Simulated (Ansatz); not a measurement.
The following input was run with Ansatz 0.2.0.

```yaml
crystal:
  lattice:
    - [0.0, 2.25749617, 2.25749617]
    - [2.25749617, 0.0, 2.25749617]
    - [2.25749617, 2.25749617, 0.0]
  atoms:
    - { symbol: B, position: [0.0, 0.0, 0.0] }
    - { symbol: P, position: [0.75, 0.75, 0.75] }
basis:
  ecutwfc: 420
kpoints:
  mp_grid: { grid: [10, 10, 10] }
hamiltonian:
  xc: pbe
scf:
  occupations: { method: gaussian, width: 0.02 }
output:
  forces: true
  stress: true
  eigenvalues: true
```

Command:
```bash
ansatz run input.yaml --threads 1 --pin off --max-ram 1331MiB --backend cpu --events-out ev --progress --plain --runs-dir out
```

The calculation used Ansatz 0.2.0, DFT PBE, scalar-relativistic, plane waves, PAW.

Part of what the program printed, abridged:

```
Pseudopotentials: kind: paw
Pseudopotential: B, paw, valence charge 3, recommended cutoff 420 eV (normal)
Pseudopotential: P, paw, valence charge 5, recommended cutoff 420 eV (normal)
Functional definition: PBE
Crystal: 2 atoms, lattice volume = 23.010 Å³
Basis set: ecut = 420 eV, 459 PW (Γ), exchange–correlation on 48×48×48 points (8 copies of the dense FFT grid, shifted against one another)
Bands: 8, of which v1, the nominal top of the filled ones, is band 4 counted from 1 (3 counted from 0)
Symmetry: 24 space group operations
Space group: F-43m (ITA 216), of the structure as read, at distance tolerance 2.8e-5 Å
k-points: 47 of 1000 (time reversal used)
Initial density: superposition of atomic densities (neutral atoms: chi_scale 0, normalization atom), corrected by the library's trained network
Initial wavefunctions: pseudopotential atomic-orbital guess
Functional: x = pbe(κ = 0.804, μ = 0.21951497), c = pbe(β = 0.06672455)
SCF iter   1: F=—  HF=-912.441036 eV  |F-HF|=—  |Δ(HF+E_count)|=         —  Δρ=1.59e-3  dr2=5.00e-4  ethr=1.77e-3  ⟨swp⟩=6.2  Hψ=3520  notcnv=0
SCF iter   2: F=—  HF=-912.441131 eV  |F-HF|=—  |Δ(HF+E_count)|=   9.46e-5  Δρ=8.86e-4  dr2=1.73e-4  ethr=6.25e-6  ⟨swp⟩=2.2  Hψ=989  notcnv=0
SCF iter   3: F=—  HF=-912.441100 eV  |F-HF|=—  |Δ(HF+E_count)|=   3.08e-5  Δρ=4.20e-4  dr2=1.93e-5  ethr=2.16e-6  ⟨swp⟩=2.0  Hψ=533  notcnv=0
SCF iter   4: F=—  HF=-912.441123 eV  |F-HF|=—  |Δ(HF+E_count)|=   2.26e-5  Δρ=1.29e-4  dr2=4.76e-6  ethr=2.41e-7  ⟨swp⟩=2.0  Hψ=564  notcnv=0
SCF iter   5: F=—  HF=-912.441122 eV  |F-HF|=—  |Δ(HF+E_count)|=   1.20e-6  Δρ=3.14e-5  dr2=2.83e-7  ethr=5.95e-8  ⟨swp⟩=2.0  Hψ=537  notcnv=0
SCF iter   6: F=-912.441122 eV  HF=-912.441122 eV  |F-HF|=1.76e-8  |Δ(HF+E_count)|=   7.12e-8  Δρ=9.15e-6  dr2=2.44e-8  ethr=1.25e-9  ⟨swp⟩=5.0  Hψ=1867  notcnv=0
SCF 1 converged in 6 iterations: F = -912.441122 eV  dr2 = 2.44e-8
SCF converged after 6 iterations
Free energy (F): -912.441122 eV
Harris-Foulkes:  -912.441122 eV  (|F-HF|=1.76e-8)
Internal energy: -912.441122 eV  (E = F + TS)
E sigma→0 (E₀):  -912.441122 eV
Fermi energy:    10.084903 eV
--- Per-component energies (eV) ---
  E_band       = 23.380438
  E_kinetic    = 122.462399
  E_local      = -66.826266  (includes V_loc(G=0)·N_el)
  E_nonlocal   = 45.126627
  E_hartree    = 16.862205
  E_xc         = -95.116494
  E_vxc        = -100.865968  (∫ρ·V_xc dr)
  E_paw        = -648.003258  (= ΣΔE_a)
  E_vpaw       = -10.240994  (= ΣTr[D̂ρ^β])
  E_aug_tail   = 0.000001  (compensation charges beyond the density's cutoff)
  E_ewald      = -286.946336
  E_smearing   =  0.000000  (= −TS)
--- Forces (eV/Å), atoms counted from 1 ---
  atom   1  B      0.00000000     0.00000000     0.00000000
  atom   2  P      0.00000000     0.00000000     0.00000000
--- Stress (GPa, compression-positive) ---
        3.741139       0.000000       0.000000
        0.000000       3.741139       0.000000
        0.000000       0.000000       3.741139
  P = ⅓ Tr σ = 3.7411 GPa (37.411 kbar)
--- Band table (eV; the first three rows and the last of 47) ---
  k-point 0: bands = ["-6.1197", "9.4737", "9.4737", "9.4737", "12.9007", "12.9007", "12.9007", "17.0785"]
  k-point 1: bands = ["-5.9373", "8.1630", "9.1757", "9.1757", "13.3129", "13.3129", "13.3489", "17.5841"]
  k-point 2: bands = ["-5.3971", "5.7996", "8.6109", "8.6109", "13.5702", "14.0356", "14.0356", "18.7115"]
  k-point 46: bands = ["-0.9292", "1.2829", "3.8631", "4.0313", "14.0767", "14.9188", "17.7850", "18.2365"]
```

The run converged.